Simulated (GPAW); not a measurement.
Input of a GPAW 26.7.0 run:

run.py

```python
import numpy as np
from ase.dft.bandgap import bandgap
from ase.io import read, write
from ase.units import GPa
from gpaw import GPAW, PW
from gpaw.spinorbit import soc_eigenstates

atoms = read('MnAs.cif')
atoms.set_initial_magnetic_moments([0.0, 0.0, 4.0, 4.0])

calc = GPAW(mode=PW(600),
            xc='MGGA_X_R2SCAN+MGGA_C_R2SCAN',
            kpts={'size': (5, 5, 3), 'gamma': True},
            occupations={'name': 'fermi-dirac', 'width': 0.05},
            nbands=36,
            convergence={'density': 1e-05, 'energy': 1e-05},
            maxiter=150,
            txt='gpaw.txt')
atoms.calc = calc
energy = atoms.get_potential_energy()
forces = atoms.get_forces()
stress = atoms.get_stress()
calc.write('gs.gpw')
write('result.traj', atoms)
print(f'Energy: {energy:.6f} eV')
print('Forces (eV/A):')
print(forces.round(4))
print('Stress (GPa):', (stress / GPa).round(3))
print('Moments:', calc.get_magnetic_moments().round(3))
print('Fermi level:', round(calc.get_fermi_level(), 4), 'eV')
print(f'Gap: {bandgap(calc)[0]:.4f} eV, direct: {bandgap(calc, direct=True)[0]:.4f} eV')

path = atoms.cell.bandpath('GMKGALHA,LM,KH', npoints=80, eps=1e-4)
bs_calc = calc.fixed_density(kpts=path, symmetry='off', nbands=53,
                             convergence={'bands': 'CBM+6.0', 'eigenstates': 1e-6}, txt='bands.txt')
bs = bs_calc.band_structure()
bs.write('bs.json')
print(f'Gap on the path: {bandgap(bs_calc)[0]:.4f} eV')

soc = soc_eigenstates(bs_calc, theta=90, phi=45, ignore_xc_potential=True)
np.savetxt('soc_bands.dat', soc.eigenvalues(), fmt='%.4f')
mesh = soc_eigenstates('gs.gpw', theta=90, phi=45, ignore_xc_potential=True)
np.savetxt('soc_mesh.dat', mesh.eigenvalues(), fmt='%.4f')
print('Fermi level with spin-orbit coupling:', round(mesh.fermi_level, 4), 'eV')
```

File MnAs.cif:

```cif
data_MnAs
_cell_length_a 3.71000000
_cell_length_b 3.71000000
_cell_length_c 5.69100000
_cell_angle_alpha 90.00000000
_cell_angle_beta 90.00000000
_cell_angle_gamma 120.00000000
_space_group_name_H-M_alt 'P1'
_space_group_name_Hall 'P 1'
_space_group_IT_number 1
loop_
_space_group_symop_operation_xyz
'x,y,z'
loop_
_atom_site_label
_atom_site_type_symbol
_atom_site_symmetry_multiplicity
_atom_site_Wyckoff_symbol
_atom_site_fract_x
_atom_site_fract_y
_atom_site_fract_z
_atom_site_occupancy
As1 As 1 a 0.6666666667 0.3333333333 0.7500000000 1
As2 As 1 a 0.3333333333 0.6666666667 0.2500000000 1
Mn1 Mn 1 a 0.0000000000 0.0000000000 0.5000000000 1
Mn2 Mn 1 a 0.0000000000 0.0000000000 0.0000000000 1
```

Potentials or basis: GPAW PAW data sets (gpaw-data 1.2.1), pw.

Command:

```console
$ OMP_NUM_THREADS=1 python run.py
```

Q: What does it give for the band gap along the path?

A: None (metal or under the smearing width).

Q: Predict the pressure.

A: 2.3 GPa.

Q: Estimate the net moment.

A: 7.23 μB per cell.

Q: Predict the site moments.

A: As -0.12; Mn +3.64 μB.

Levels at the corners of the path, in eV from the Fermi level:
```
point  band 36  band 37  band 38  band 39  band 40  band 41  band 42  band 43  band 44  band 45
    Γ     0.06     0.07     0.39     0.39     0.39     0.40     0.46     0.46     1.12     1.35
    M    -2.87    -2.66    -2.48    -2.44    -1.27    -1.05     0.53     1.19     1.34     1.46
    K    -3.04    -3.04    -2.70    -1.01    -1.01    -0.26    -0.26     0.46     1.32     1.32
    Γ     0.06     0.07     0.39     0.39     0.39     0.40     0.46     0.46     1.12     1.35
    A    -2.16    -1.62    -1.62     1.03     1.03     1.04     1.04     1.13     1.13     1.74
    L    -2.74    -2.59    -2.59     0.03     0.03     0.34     0.34     0.94     0.94     1.67
    H    -2.43    -2.40    -2.40    -2.31    -2.31     1.09     1.09     1.15     1.15     1.79
    A    -2.16    -1.62    -1.62     1.03     1.03     1.04     1.04     1.13     1.13     1.74
    L    -2.74    -2.59    -2.59     0.03     0.03     0.34     0.34     0.94     0.94     1.67
    M    -2.87    -2.66    -2.48    -2.44    -1.27    -1.05     0.53     1.19     1.34     1.46
    K    -3.04    -3.04    -2.70    -1.01    -1.01    -0.26    -0.26     0.46     1.32     1.32
    H    -2.43    -2.40    -2.40    -2.31    -2.31     1.09     1.09     1.15     1.15     1.79
```

Caveat: the k mesh is coarse (spacing up to 0.39 Å⁻¹), so the values aren't converged; spin-orbit coupling was added after a scalar SCF, so levels and gaps hold it while energy, forces, pressure and moments don't; this program's spin-orbit splittings come out too wide for heavy elements; the PAW data sets were made with another functional, which shifts forces and pressure a little; only a ferromagnetic start was run, and an antiferromagnetic order may lie lower in energy.
